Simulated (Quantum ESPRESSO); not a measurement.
Runs of Quantum ESPRESSO 7.5 on CoO. It takes space group Fm-3m (No. 225, cubic). Conventional cell: a = 4.263 Å, b = 4.263 Å, c = 4.263 Å, α = 90.00°, β = 90.00°, γ = 90.00°. Around Co (site symmetry m-3m) lie 6 O at 2.13 Å. O (site symmetry m-3m) has 6 Co at 2.13 Å as nearest neighbours. 

```tsv
task	potentials or basis	fixed moment (μB)	cell	k mesh	cutoff (eV)	mesh quality	gap on the mesh (eV)	pressure (GPa)	moment (μB)
single point	SSSP 1.3 efficiency PBE	-	atoms moved at random, drawn with an rms of 0.05 Å	11 × 11 × 11	748	not flagged	none	-1.7	2.99
single point	PseudoDojo 0.4 SR PBEsol stringent	2	as given	4 × 4 × 4	1415	coarse	-	-9.5	2.00
single point	SSSP 1.3 efficiency PBE	-	as given	11 × 11 × 11	748	not flagged	none	-1.9	2.99
single point	SG15 PBE 1.2	-	as given	4 × 4 × 4	952	coarse	none	-	(a)
single point	SG15 PBE 1.2	-	volume scaled by 1.08	4 × 4 × 4	952	coarse	none	-	3.00
```

Alike in all rows: level PBE; spin collinear, ferromagnetic start; smearing fermi-dirac 0.05 eV.

**Question.** Estimate the missing entries.

**Answer.** (a) 2.89.

Caveats: some runs use coarse meshes; a cell with one magnetic atom can't hold antiferromagnetic order, which such compounds often take; semilocal functionals often make such compounds metallic where correlation or magnetic order opens a gap, which also shifts bond lengths (some runs); the potentials were made for another functional, which shifts forces and pressure (some runs); the total moment is fixed, so each spin has its own Fermi level (some runs).

A gap of «none» marks a metal or a gap under the smearing width.
